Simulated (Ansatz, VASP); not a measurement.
This is a calculation of H for Ansatz 0.2.0.

The input input.yaml:

```yaml
crystal:
  lattice:
    - [2.7556242885, 0.0, 0.0]
    - [0.0, 2.6496387389, 0.0]
    - [0.0, 0.0, 0.98049292]
  atoms:
    - { symbol: H, position: [0.0, 0.0, 0.5] }
hamiltonian:
  xc: pbe
  pseudopotentials: { kind: paw }
kpoints:
  mp_grid: { grid: [10, 10, 26] }
scf:
  occupations: { method: fermi_dirac, width: 0.05 }
output:
  forces: true
  stress: true
  eigenvalues: true
```

Potentials or basis: Ansatz PAW.

Command:

```bash
$ ansatz run input.yaml --threads 2 --pin off --max-ram 5632MiB --backend cpu --events-out ev --progress --plain --runs-dir out
```

Q: Set up the same calculation for VASP 6.6.1. Potentials there: VASP PAW PBE potentials, release 64 (H).

A: As run (the cutoff follows the program's own potentials):

File INCAR:

```
  PREC = Accurate
  ENCUT = 520
  EDIFF = 1E-6
  ISMEAR = -1
  SIGMA = 0.05
  LREAL = False
  LASPH = True
  NELM = 100
  ALGO = Normal
  ISIF = 2
  LWAVE = False
  LCHARG = False
  GGA = PE
  NBANDS = 6
```

KPOINTS

```
regular mesh
0
Gamma
  10 10 26
```

The input POSCAR:

```
H
1.0
    2.7556242885      0.0000000000      0.0000000000
    0.0000000000      2.6496387389      0.0000000000
    0.0000000000      0.0000000000      0.9804929200
H
1
Direct
    0.0000000000      0.0000000000      0.5000000000
```

Potentials or basis: VASP PAW PBE potentials, release 64 (H).

Launch:

```bash
$ cat potpaw_PBE.64/H/POTCAR > POTCAR
$ mpirun -np 1 vasp_std > vasp.out
```

Both were run:

|  | VASP | Ansatz | Ansatz less VASP |
| --- | --- | --- | --- |
| gap on the k mesh at the Fermi level (eV) | none | none | - |
| pressure (GPa) | 1.3 | 1.6 | +0.27 |
| largest component of the traceless stress (GPa) | 1.04 | 1.04 | -0.001 |

A gap of «none» marks a metal or a gap that the smearing closes.
